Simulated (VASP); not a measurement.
# La: electric field gradients, by potentials

La, P6_3/mmc (no. 194), 2 atoms in the cell.

| Potentials | Vzz of the first element (V/Å²) | Time (s) |
|---|---|---|
| La | 9.76 | 25 |
| La_GW | 9.23 | 26 |

## Input of the first row

INCAR:
```
SYSTEM = La
GGA = PE
PREC = Accurate
ENCUT = 450
EDIFF = 1E-7
LREAL = .FALSE.
LASPH = .TRUE.
ALGO = Normal
NELM = 120
LWAVE = .FALSE.
LCHARG = .FALSE.
ISMEAR = 1
SIGMA = 0.1
KPAR = 2
LEFG = .TRUE.
QUAD_EFG = 200
```

KPOINTS:
```
k-points
0
Gamma
  13 13 7
```

POSCAR:
```
La
1.0
    3.7500000000      0.0000000000      0.0000000000
   -1.8750000000      3.2475952642      0.0000000000
    0.0000000000      0.0000000000      6.0700000000
La
2
Direct
    0.6666666667      0.3333333333      0.7500000000
    0.3333333333      0.6666666667      0.2500000000
```

Commands:
```
cat potpaw_PBE.64/La/POTCAR > POTCAR
mpirun -np 2 vasp_std > vasp.out
```

Changes of the last row against the first:
```
- cat potpaw_PBE.64/La/POTCAR > POTCAR
+ cat potpaw_PBE.64/La_GW/POTCAR > POTCAR
```

VASP 6.6.1 took 25 s on 2 cores (Intel Xeon 6975P-C (Granite Rapids)), a shared host.
